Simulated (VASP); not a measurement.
Input of a VASP 6.6.1 run:

File INCAR:

```
SYSTEM = Se
PREC     = Accurate       ! precision mode
ENCUT    = 520            ! plane-wave cutoff, eV
EDIFF    = 1E-7           ! SCF threshold, eV
ISMEAR   = 0              ! smearing method
SIGMA    = 0.02           ! smearing width, eV
LREAL    = .False.        ! projectors in reciprocal space
LASPH    = .True.         ! aspherical terms in the spheres
NELM     = 80             ! most SCF steps
ALGO     = Normal         ! electronic algorithm
ISIF     = 3              ! what is computed and relaxed
LWAVE    = .False.        ! write WAVECAR
LCHARG   = .False.        ! write CHGCAR
GGA      = PE             ! functional
IBRION   = 2              ! ionic algorithm
NSW      = 80             ! ionic steps
EDIFFG   = -0.002         ! ionic threshold
PSTRESS  = 940.0
```

Contents of KPOINTS:

```
Automatic mesh
0
Gamma
  21 21 21
  0 0 0
```

Contents of POSCAR:

```
Se
1.0
    1.9250000000      1.1113992700      0.8816666700
   -1.9250000000      1.1113992700      0.8816666700
    0.0000000000     -2.2227985400      0.8816666700
Se
1
Direct
    0.0000000000      0.0000000000      0.0000000000
```

Potentials or basis: VASP PAW PBE potentials, release 64 (Se).

Command:

```console
$ cat potpaw_PBE.64/Se/POTCAR > POTCAR
$ mpirun -np 1 vasp_std > vasp.out
```

(1) What does it give for the relaxed cell?

(2) Estimate the space group after relaxing (to 0.05 Å).

Results:

(1) a = 2.464 Å, b = 2.464 Å, c = 2.464 Å, α = 105.18°, β = 105.18°, γ = 105.18°.

(2) R-3m (No. 166).

Caveat: the cell is relaxed towards a set pressure, so the enthalpy falls and the energy may rise.
